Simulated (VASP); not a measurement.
A run of VASP 6.6.1 is set up as follows.

POSCAR

```
AlP                                     
1.0
    0.0000000000      2.7357031040      2.7357031040
    2.7357031040      0.0000000000      2.7357031040
    2.7357031040      2.7357031040      0.0000000000
  Al              P             
     1     1
Direct
     0.0000000000000000    0.0000000000000000    0.0000000000000000
     0.2500000000000000    0.2500000000000000    0.2500000000000000
```

INCAR.step1

```
SYSTEM = AlP
PREC = Accurate ; ENCUT = 520
EDIFF = 1E-5 ; ISMEAR = 0
SIGMA = 0.03 ; LREAL = .False.
LASPH = .True. ; NELM = 80
ALGO = Normal ; LWAVE = .True.
LCHARG = .False. ; KPAR = 4
GGA = PE
```

The input INCAR.step2:

```
SYSTEM = AlP
PREC = Accurate ; ENCUT = 520
EDIFF = 1E-6 ; ISMEAR = 0
SIGMA = 0.03 ; LREAL = .False.
LASPH = .True. ; NELM = 80
ALGO = Normal ; ISIF = 3
LWAVE = .False. ; LCHARG = .False.
GGA = PE ; LHFCALC = .True.
HFSCREEN = 0.2 ; PRECFOCK = Fast
IBRION = 2 ; NSW = 25
EDIFFG = -0.01 ; KPAR = 4
ISTART = 1
```

File KPOINTS:

```
regular mesh
0
Gamma
  6 6 6
  0 0 0
```

Potentials or basis: VASP PAW PBE potentials, release 64 (Al, P).

Run with:

```console
$ cat potpaw_PBE.64/Al/POTCAR potpaw_PBE.64/P/POTCAR > POTCAR
$ cp INCAR.step1 INCAR
$ mpirun -np 4 vasp_std > vasp.out
$ cp INCAR.step2 INCAR
$ mpirun -np 4 vasp_std > vasp.out
```

Question: Estimate the band gap on the k mesh.

Answer: 2.30 eV, indirect (least direct gap 4.19 eV).

Final structure:
```cif
data_structure
_symmetry_space_group_name_H-M 'P 1'
_symmetry_Int_Tables_number 1
_cell_length_a 3.8689
_cell_length_b 3.8689
_cell_length_c 3.8689
_cell_angle_alpha 60.000
_cell_angle_beta 60.000
_cell_angle_gamma 60.000
_cell_volume 40.95
loop_
_atom_site_label
_atom_site_type_symbol
_atom_site_fract_x
_atom_site_fract_y
_atom_site_fract_z
_atom_site_occupancy
Al1 Al 0.00000 0.00000 0.00000 1
P1 P 0.25000 0.25000 0.25000 1
```

Caveat: the relaxation stopped at its first step, so nothing moved. A k mesh can miss the band edges.
